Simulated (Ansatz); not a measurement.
# PbS (Pm-3m) in Ansatz: a series of runs

One crystal, PbS, is run at these levels: PBE+D3(BJ), PBE+D4, PBEsol+D3(BJ), PBEsol+D4; tasks: relaxation of cell and atoms.

All numbers are computed with Ansatz 0.2.0; they aren't measurements. Logs are shortened: lines on timing, memory, paths and dates and some standing lists are left out, and cuts for length are marked.

## Step 1: The crystal as given

It takes space group Pm-3m (No. 221, cubic). Conventional cell: a = 3.654 Å, b = 3.654 Å, c = 3.654 Å, α = 90.00°, β = 90.00°, γ = 90.00°. Pb (site symmetry m-3m) has 8 S at 3.16 Å as nearest neighbours. Around S (site symmetry m-3m) lie 8 Pb at 3.16 Å.

Measurements of this composition are mostly on another form, of space group No. 225.

## Step 2: Relaxation of cell and atoms, PBE+D3(BJ)

File input.yaml:

```yaml
crystal:
  lattice:
    - [3.653659, 0.0, 0.0]
    - [0.0, 3.653659, 0.0]
    - [0.0, 0.0, 3.653659]
  atoms:
    - { symbol: Pb, position: [0.0, 0.0, 0.0] }
    - { symbol: S, position: [0.5, 0.5, 0.5] }
hamiltonian:
  xc: pbe
  pseudopotentials: { kind: paw }
  dispersion: d3bj
kpoints:
  mp_grid: { grid: [7, 7, 7] }
scf:
  occupations: { method: fermi_dirac, width: 0.05 }
output:
  forces: true
  stress: true
  eigenvalues: true
  write_density: true
  write_potential: true
  elf: true
  volumetric_format: npy
relax:
  f_tol: 0.01
  max_steps: 40
  cell: { stress_tol: 0.05 }
```

Potentials or basis: Ansatz PAW.

The run is started by

```bash
ansatz run input.yaml --threads 2 --pin off --max-ram 5632MiB --backend cpu --events-out ev --progress --plain --runs-dir out
```

Standard output:

```text
Warning: RAYON_NUM_THREADS=2 ignored (pool sized by the plan → 2); use --threads N
Engine: ansatz 0.2.0, x86_64-unknown-linux-gnu
Pseudopotentials: kind: paw
Pseudopotential: Pb, paw, valence charge 14, recommended cutoff 420 eV (normal), Pb.paw.azcp
Pseudopotential: S, paw, valence charge 6, recommended cutoff 420 eV (normal), S.paw.azcp
Functional definition: PBE
  parameter kappa = 0.804
  parameter beta = 0.06672455060314922
  exchange = pbe_x(kappa = kappa, mu = beta*pi^2/3)
  correlation = pbe_c(beta = beta)
Crystal: 2 atoms, lattice volume = 48.774 Å³
Basis set: ecut = 420 eV, 949 PW (Γ), exchange–correlation on 50×50×50 points (8 copies of the dense FFT grid, shifted against one another)
Bands: 14, of which v1, the nominal top of the filled ones, is band 10 counted from 1 (9 counted from 0)
Symmetry: 48 space group operations
Space group: Pm-3m (ITA 221), of the structure as read, at distance tolerance 3.7e-5 Å
k-points: 20 of 343
Non-local potential: Pb, projectors of the file, l = 0: 2, l = 1: 2, l = 2: 2, l = 3: 2
Non-local potential: S, projectors of the file, l = 0: 2, l = 1: 2, l = 2: 2
PAW form: soft (Blöchl's): semilocal exchange-correlation on the pseudo side does not see the compensation charge
PAW one-centre angular grid: Pb, 590 points (default); XC on 64 Gauss nodes
PAW one-centre angular grid: S, 110 points (default); XC on 64 Gauss nodes
Initial density: superposition of atomic densities (neutral atoms: chi_scale 0, normalization atom), corrected by the library's trained network
Initial wavefunctions: pseudopotential atomic-orbital guess
Functional: x = pbe(κ = 0.804, μ = 0.2195149727645171), c = pbe(β = 0.06672455060314922)
SCF iter   1: F=—  HF=-12809.809000 eV  |F-HF|=—  |Δ(HF+E_count)|=         —  Δρ=1.70e-3  dr2=2.57e-3  ethr=1.77e-3  ⟨swp⟩=6.5  Hψ=1687  notcnv=0
preconditioner: auto → none  [insulator: Δε(μ)=0.145 eV  Ē_g=15.555 eV  σ=0.050 eV  W_gap=0.60  n_scr=6 (ndim 8)  ℏωp=23.8 eV  f_vac=0.000  D(μ)=0.81/eV (n_scr^D=6)  ε∞_Penn≈3.3]
SCF iter   2: F=—  HF=-12809.807593 eV  |F-HF|=—  |Δ(HF+E_count)|=   1.41e-3  Δρ=5.49e-4  dr2=2.34e-4  ethr=1.29e-5  ⟨swp⟩=2.6  Hψ=640  notcnv=0
SCF iter   3: F=—  HF=-12809.807588 eV  |F-HF|=—  |Δ(HF+E_count)|=   5.00e-6  Δρ=1.84e-4  dr2=1.39e-5  ethr=1.17e-6  ⟨swp⟩=2.6  Hψ=493  notcnv=0
SCF iter   4: F=—  HF=-12809.807461 eV  |F-HF|=—  |Δ(HF+E_count)|=   1.27e-4  Δρ=7.25e-5  dr2=1.44e-6  ethr=6.93e-8  ⟨swp⟩=2.0  Hψ=458  notcnv=0
iter 5 did not close the SCF: its close was put off for the readings that it lacked (scf_convergence_deferred on its scf_iter line)
SCF iter   5: F=-12809.807463 eV  HF=-12809.807463 eV  |F-HF|=5.50e-8  |Δ(HF+E_count)|=   2.29e-6  Δρ=1.13e-5  dr2=9.32e-8  ethr=7.18e-9  ⟨swp⟩=3.0  Hψ=481  notcnv=0
SCF iter   6: F=-12809.807463 eV  HF=-12809.807463 eV  |F-HF|=4.19e-9  |Δ(HF+E_count)|=   1.28e-8  Δρ=2.59e-6  dr2=5.67e-9  ethr=4.66e-10  ⟨swp⟩=6.4  Hψ=1814  notcnv=0
SCF 1 converged in 6 iterations: F = -12809.807463 eV  dr2 = 5.67e-9
relax step   1: F+E_penalty+E_count = -12809.80746327 eV  Δ(F+E_penalty+E_count) = +0.000e0 eV  max|allowed force component| = 3.599e-30 eV/Å  Δτ_max = 0.0000 Å  P = -2.408 GPa  Ω = 48.774 Å³  (6 SCF iters, dr2 threshold 1.00e-7 eV, accepted)
Crystal: 2 atoms, lattice volume = 46.147 Å³
Basis set: ecut = 420 eV, 895 PW (Γ), exchange–correlation on 50×50×50 points (8 copies of the dense FFT grid, shifted against one another)
Initial density: handed on by an earlier stage of this run
Initial wavefunctions: those handed on with the density
iter 1 solved again at ethr=5.53e-6 eV; its pass at ethr=3.10e-3 eV (dr2=1.11e-3 eV) is discarded
SCF iter   1: F=—  HF=-12809.825085 eV  |F-HF|=—  |Δ(HF+E_count)|=         —  Δρ=1.14e-3  dr2=1.07e-3  ethr=5.53e-6  ⟨swp⟩=2.2  Hψ=2190  notcnv=0
preconditioner: auto → none  [insulator: Δε(μ)=0.888 eV  Ē_g=15.752 eV  σ=0.050 eV  W_gap=0.59  n_scr=6 (ndim 8)  ℏωp=24.4 eV  f_vac=0.000  D(μ)=1.25/eV (n_scr^D=6)  ε∞_Penn≈3.4]
SCF iter   2: F=—  HF=-12809.824965 eV  |F-HF|=—  |Δ(HF+E_count)|=   1.20e-4  Δρ=5.73e-4  dr2=2.51e-4  ethr=5.36e-6  ⟨swp⟩=1.0  Hψ=280  notcnv=0
SCF iter   3: F=—  HF=-12809.824946 eV  |F-HF|=—  |Δ(HF+E_count)|=   1.88e-5  Δρ=4.77e-5  dr2=6.61e-7  ethr=1.26e-6  ⟨swp⟩=2.0  Hψ=324  notcnv=0
SCF iter   4: F=—  HF=-12809.824797 eV  |F-HF|=—  |Δ(HF+E_count)|=   1.49e-4  Δρ=1.55e-5  dr2=6.73e-8  ethr=1.00e-9  ⟨swp⟩=7.5  Hψ=2117  notcnv=0
iter 5 did not close the SCF: its close was put off for the readings that it lacked (scf_convergence_deferred on its scf_iter line)
SCF iter   5: F=-12809.824797 eV  HF=-12809.824797 eV  |F-HF|=5.64e-11  |Δ(HF+E_count)|=   9.82e-8  Δρ=1.29e-6  dr2=5.40e-10  ethr=3.37e-10  ⟨swp⟩=2.0  Hψ=474  notcnv=0
SCF iter   6: F=-12809.824797 eV  HF=-12809.824797 eV  |F-HF|=1.64e-11  |Δ(HF+E_count)|=  2.02e-10  Δρ=2.24e-7  dr2=1.05e-11  ethr=2.70e-12  ⟨swp⟩=4.7  Hψ=1366  notcnv=0
SCF 2 converged in 6 iterations: F = -12809.824797 eV  dr2 = 1.05e-11
relax step   2: F+E_penalty+E_count = -12809.82479730 eV  Δ(F+E_penalty+E_count) = -1.733e-2 eV  max|allowed force component| = 5.588e-31 eV/Å  Δτ_max = 0.0000 Å  P = +0.443 GPa  Ω = 46.147 Å³  energy of the carried Pulay correction = +2.777e-4 eV  (6 SCF iters, dr2 threshold 2.00e-7 eV, accepted)
Crystal: 2 atoms, lattice volume = 46.536 Å³
Basis set: ecut = 420 eV, 925 PW (Γ), exchange–correlation on 50×50×50 points (8 copies of the dense FFT grid, shifted against one another)
iter 1 solved again at ethr=4.96e-7 eV; its pass at ethr=3.10e-3 eV (dr2=9.92e-5 eV) is discarded
SCF iter   1: F=—  HF=-12809.825405 eV  |F-HF|=—  |Δ(HF+E_count)|=         —  Δρ=1.87e-4  dr2=2.97e-5  ethr=4.96e-7  ⟨swp⟩=2.5  Hψ=2011  notcnv=0
preconditioner: auto → none  [insulator: Δε(μ)=0.919 eV  Ē_g=15.719 eV  σ=0.050 eV  W_gap=0.66  n_scr=6 (ndim 8)  ℏωp=24.3 eV  f_vac=0.000  D(μ)=1.28/eV (n_scr^D=6)  ε∞_Penn≈3.4]
SCF iter   2: F=—  HF=-12809.825253 eV  |F-HF|=—  |Δ(HF+E_count)|=   1.52e-4  Δρ=9.44e-5  dr2=7.19e-6  ethr=1.48e-7  ⟨swp⟩=1.0  Hψ=280  notcnv=0
iter 3 did not close the SCF: its close was put off for the readings that it lacked (scf_convergence_deferred on its scf_iter line)
SCF iter   3: F=-12809.825253 eV  HF=-12809.825253 eV  |F-HF|=1.24e-7  |Δ(HF+E_count)|=   6.39e-7  Δρ=2.16e-5  dr2=1.77e-7  ethr=3.60e-8  ⟨swp⟩=2.5  Hψ=358  notcnv=0
iter 4 did not close the SCF: its close was put off for the readings that it lacked (scf_convergence_deferred on its scf_iter line)
SCF iter   4: F=-12809.825253 eV  HF=-12809.825253 eV  |F-HF|=1.20e-8  |Δ(HF+E_count)|=   6.73e-8  Δρ=5.15e-6  dr2=6.26e-9  ethr=8.87e-10  ⟨swp⟩=2.0  Hψ=438  notcnv=0
iter 5 did not close the SCF: its close was put off for the readings that it lacked (scf_convergence_deferred on its scf_iter line)
SCF iter   5: F=-12809.825253 eV  HF=-12809.825253 eV  |F-HF|=2.13e-10  |Δ(HF+E_count)|=   1.40e-8  Δρ=1.18e-6  dr2=8.56e-10  ethr=3.13e-11  ⟨swp⟩=2.2  Hψ=407  notcnv=0
SCF iter   6: F=-12809.825253 eV  HF=-12809.825253 eV  |F-HF|=6.00e-11  |Δ(HF+E_count)|=  2.09e-10  Δρ=3.93e-7  dr2=8.78e-11  ethr=4.28e-12  ⟨swp⟩=5.0  Hψ=1463  notcnv=0
SCF 3 converged in 6 iterations: F = -12809.825253 eV  dr2 = 8.78e-11
relax step   3: F+E_penalty+E_count = -12809.82525258 eV  Δ(F+E_penalty+E_count) = -4.553e-4 eV  max|allowed force component| = 3.451e-31 eV/Å  Δτ_max = 0.0000 Å  P = -0.029 GPa  Ω = 46.536 Å³  energy of the carried Pulay correction = +2.356e-4 eV  (6 SCF iters, dr2 threshold 2.00e-7 eV, accepted)
Initial wavefunctions: pseudopotential atomic-orbital guess (no wavefunctions were taken with the density)
iter 1 solved again at ethr=1.60e-7 eV; its pass at ethr=3.10e-3 eV (dr2=3.20e-5 eV) is discarded
SCF iter   1: F=—  HF=-12809.825178 eV  |F-HF|=—  |Δ(HF+E_count)|=         —  Δρ=5.62e-5  dr2=2.82e-7  ethr=1.60e-7  ⟨swp⟩=3.8  Hψ=2584  notcnv=0
preconditioner: auto → none  [insulator: Δε(μ)=0.917 eV  Ē_g=15.719 eV  σ=0.050 eV  W_gap=0.65  n_scr=6 (ndim 8)  ℏωp=24.3 eV  f_vac=0.000  D(μ)=1.28/eV (n_scr^D=6)  ε∞_Penn≈3.4]
SCF iter   2: F=—  HF=-12809.825032 eV  |F-HF|=—  |Δ(HF+E_count)|=   1.46e-4  Δρ=2.57e-5  dr2=4.86e-8  ethr=1.41e-9  ⟨swp⟩=2.0  Hψ=439  notcnv=0
SCF iter   3: F=—  HF=-12809.825032 eV  |F-HF|=—  |Δ(HF+E_count)|=   6.06e-8  Δρ=4.84e-6  dr2=1.77e-9  ethr=2.43e-10  ⟨swp⟩=2.9  Hψ=481  notcnv=0
SCF iter   4: F=—  HF=-12809.825032 eV  |F-HF|=—  |Δ(HF+E_count)|=   3.03e-9  Δρ=4.10e-7  dr2=5.81e-11  ethr=8.85e-12  ⟨swp⟩=2.0  Hψ=449  notcnv=0
iter 5 did not close the SCF: its close was put off for the readings that it lacked (scf_convergence_deferred on its scf_iter line)
SCF iter   5: F=-12809.825032 eV  HF=-12809.825032 eV  |F-HF|=3.64e-12  |Δ(HF+E_count)|=  1.46e-11  Δρ=3.23e-8  dr2=6.59e-13  ethr=1.00e-12  ⟨swp⟩=1.1  Hψ=287  notcnv=0
SCF iter   6: F=-12809.825032 eV  HF=-12809.825032 eV  |F-HF|=7.28e-12  |Δ(HF+E_count)|=  1.82e-12  Δρ=1.08e-8  dr2=5.19e-14  ethr=1.00e-12  ⟨swp⟩=4.4  Hψ=1209  notcnv=0
SCF 4 converged in 6 iterations: F = -12809.825032 eV  dr2 = 5.19e-14
relax step   4: F+E_penalty+E_count = -12809.82503239 eV  Δ(F+E_penalty+E_count) = +2.202e-4 eV  max|allowed force component| = 3.123e-31 eV/Å  Δτ_max = 0.0000 Å  P = -0.031 GPa  Ω = 46.536 Å³  stress off target by 3.12e-2 GPa  SCF on the basis re-selected at this cell (its energy is not comparable with the rows above)  (6 SCF iters)
basis re-selected at this cell: Δ(F+E_penalty+E_count) = +2.202e-4 eV, ΔP = -0.002 GPa vs the last step (what re-selecting the basis moved, of the pressure what is left beyond the Pulay correction that the steps carried, after the strain that the cell walked since its last selection, with what the two solves' SCF thresholds leave and, on support functions, any second-order correction that the steps lacked; it is no measure of the basis error at this ecutwfc). This SCF's stress stands 3.12e-2 GPa from its target on what of the cell is left free (relax.cell.stress_tol is 5.00e-2 GPa) and its largest allowed force component is 3.12e-31 eV/Å (relax.f_tol is 1.00e-2 eV/Å): within both
SCF converged after 6 iterations
Free energy (F): -12809.825032 eV
Harris-Foulkes:  -12809.825032 eV  (|F-HF|=7.28e-12)
Internal energy: -12809.815406 eV  (E = F + TS)
E sigma→0 (E₀):  -12809.820219 eV
Entropy (-TS):   -0.009626 eV (-4.813 meV/atom)
Fermi energy:    9.525481 eV
--- Per-component energies (eV) ---
  E_band       = -27.342549
  E_kinetic    = 393.747129
  E_local      = -1100.621642  (includes V_loc(G=0)·N_el)
  E_nonlocal   = 378.668420
  E_hartree    = 428.609081
  E_xc         = -318.556888
  E_vxc        = -220.606081  (∫ρ·V_xc dr)
  E_paw        = -11003.602131  (= ΣΔE_a)
  E_vpaw       = -335.748598  (= ΣTr[D̂ρ^β])
  E_aug_tail   = 0.000056  (compensation charges beyond the density's cutoff)
  E_ewald      = -1587.275475
  E_disp       = -0.783957  (pairwise vdW)
  E_smearing   = -0.009626  (= −TS)
  E_closure    = 0.000000  (closes the sum)
  Σ components = -12809.825032   (vs F -12809.825032, Δ=0.00e0)
--- Forces (eV/Å), atoms counted from 1 ---
  atom   1  Pb     0.00000000     0.00000000     0.00000000
  atom   2  S      0.00000000    -0.00000000     0.00000000
  max |Σ_I F_I| component: 9.53e-31 eV/Å
--- Stress (GPa, compression-positive) ---
       -0.031220      -0.000000       0.000000
       -0.000000      -0.031220      -0.000000
        0.000000      -0.000000      -0.031220
  P = ⅓ Tr σ = -0.0312 GPa (-0.312 kbar)
--- Band table (eV; the first three rows and the last of 20) ---
  k-point 0: bands = ["-7.3008", "-7.3008", "-7.0592", "-7.0592", "-7.0592", "-3.8761", "3.0174", "7.8723", "7.8723", "7.8723", "15.0114", "15.0114", "16.4822", "16.4822"]
  k-point 1: bands = ["-7.2985", "-7.2667", "-7.0723", "-7.0723", "-7.0579", "-3.6927", "2.5994", "7.8841", "8.0489", "8.0489", "14.4537", "15.1575", "15.9280", "15.9280"]
  k-point 2: bands = ["-7.2933", "-7.1908", "-7.1015", "-7.1015", "-7.0551", "-3.1853", "1.5765", "8.2199", "8.5084", "8.5084", "12.4999", "14.7389", "14.7389", "15.5663"]
  k-point 19: bands = ["-7.2089", "-7.2013", "-7.2013", "-7.0099", "-7.0099", "-1.4098", "3.4381", "6.6374", "6.8786", "6.8786", "9.4867", "9.4867", "10.4104", "22.4920"]
--- Relaxed structure (3 steps of the walk, 3 accepted, 1 SCFs on fresh bases) ---
  F+E_penalty+E_count = -12809.82503239 eV   max|allowed force component| = 3.123e-31 eV/Å   (the final SCF, on the basis selected at the relaxed cell)
  cell:  # Å, volume = 46.5364 Å³
    - [3.5969199961321157, -7.0617431294198645e-34, 3.209883240645393e-34]
    - [-7.0617431294198645e-34, 3.5969199961321157, 1.2839532962581572e-34]
    - [2.5679065925163143e-34, 1.2839532962581572e-34, 3.5969199961321157]
  atoms:
    - { symbol: Pb, position: [-7.740573030776969e-48, 2.7454355009637496e-36, 2.19634840077075e-36] }
    - { symbol: S, position: [0.5, 0.5, 0.5] }
```

Run time: 1.6 s. Hardware: 2 threads of Intel Xeon 6975P-C (Granite Rapids), shared host; peak memory 0.35 GiB.

Results:

```yaml
Free_energy: -12809.8250 eV
Relaxed_volume: 23.27 Å³/atom
Relaxed_cell: a = 3.597 Å, b = 3.597 Å, c = 3.597 Å, α = 90.00°, β = 90.00°, γ = 90.00°
Space_group_after_relaxing_to_0.05_Å: Pm-3m (No. 221)
Energy_gained_by_relaxing: 8.8 meV/atom
Ionic_steps: 4
Pressure_after_relaxing: 0.0 GPa
Band_gap_on_the_k_mesh: none (metal or under the smearing width)
```

The path:
```tsv
step	energy change (eV)	largest force (eV/Å)	volume (Å³)
1	0.0000	0.0000	48.77
2	-0.0173	0.0000	46.15
3	-0.0178	0.0000	46.54
4	-0.0176	0.0000	46.54
```

Final structure:
```
CELL_PARAMETERS angstrom
3.59692 0.00000 0.00000
0.00000 3.59692 0.00000
0.00000 0.00000 3.59692
ATOMIC_POSITIONS crystal
Pb 0.00000 0.00000 0.00000
S 0.50000 0.50000 0.50000
```

Levels at points of the mesh, in eV from the Fermi level:
| k point | band 8 | band 9 | band 10 | band 11 | band 12 | band 13 |
| --- | --- | --- | --- | --- | --- | --- |
| (0.00, 0.00, 0.00) | -1.65 | -1.65 | -1.65 | 5.49 | 5.49 | 6.96 |

Caveat: the plane-wave basis is chosen anew once the cell has moved, so the energies of steps on either side of that aren't comparable; pairwise dispersion overbinds metals, which lowers pressure and volume.

## Step 3: Relaxation of cell and atoms, PBE+D4

Changes to input.yaml since step 2:

```diff
@@ -11,3 +11,3 @@
   pseudopotentials: { kind: paw }
-  dispersion: d3bj
+  dispersion: d4
 kpoints:
@@ -20,6 +20,2 @@
   eigenvalues: true
-  write_density: true
-  write_potential: true
-  elf: true
-  volumetric_format: npy
 relax:
```

Potentials or basis: Ansatz PAW.

The run is started by

```bash
ansatz run input.yaml --threads 2 --pin off --max-ram 5632MiB --backend cpu --events-out ev --progress --plain --runs-dir out
```

It took 1.7 s on 2 threads of Intel Xeon 6975P-C (Granite Rapids), shared host; peak memory 0.34 GiB.

The run converged. Its results:

| Property | Result |
| --- | --- |
| Free energy | -12809.8859 eV |
| Relaxed volume | 23.36 Å³/atom |
| Relaxed cell | a = 3.602 Å, b = 3.602 Å, c = 3.602 Å, α = 90.00°, β = 90.00°, γ = 90.00° |
| Space group after relaxing (to 0.05 Å) | Pm-3m (No. 221) |
| Energy gained by relaxing | 7.3 meV/atom |
| Ionic steps | 4 |
| Pressure after relaxing | 0.0 GPa |
| Band gap on the k mesh | none (metal or under the smearing width) |

The path:
| step | energy change (eV) | largest force (eV/Å) | volume (Å³) |
| --- | --- | --- | --- |
| 1 | 0.0000 | 0.0000 | 48.77 |
| 2 | -0.0145 | 0.0000 | 46.36 |
| 3 | -0.0149 | 0.0000 | 46.72 |
| 4 | -0.0147 | 0.0000 | 46.72 |

Final structure:
```cif
data_structure
_symmetry_space_group_name_H-M 'P 1'
_symmetry_Int_Tables_number 1
_cell_length_a 3.6017
_cell_length_b 3.6017
_cell_length_c 3.6017
_cell_angle_alpha 90.000
_cell_angle_beta 90.000
_cell_angle_gamma 90.000
_cell_volume 46.72
loop_
_atom_site_label
_atom_site_type_symbol
_atom_site_fract_x
_atom_site_fract_y
_atom_site_fract_z
_atom_site_occupancy
Pb1 Pb 0.00000 0.00000 0.00000 1
S1 S 0.50000 0.50000 0.50000 1
```

Levels at points of the mesh, in eV from the Fermi level:
```
           k point  band 8  band 9  band 10  band 11  band 12  band 13
(0.00, 0.00, 0.00)   -1.64   -1.64    -1.64     5.49     5.49     6.92
```

Caveat: the plane-wave basis is chosen anew once the cell has moved, so the energies of steps on either side of that aren't comparable; pairwise dispersion overbinds metals, which lowers pressure and volume. Spin-orbit coupling is left out, which matters for the levels of Pb.

(Part 1 of 2 ends here.)
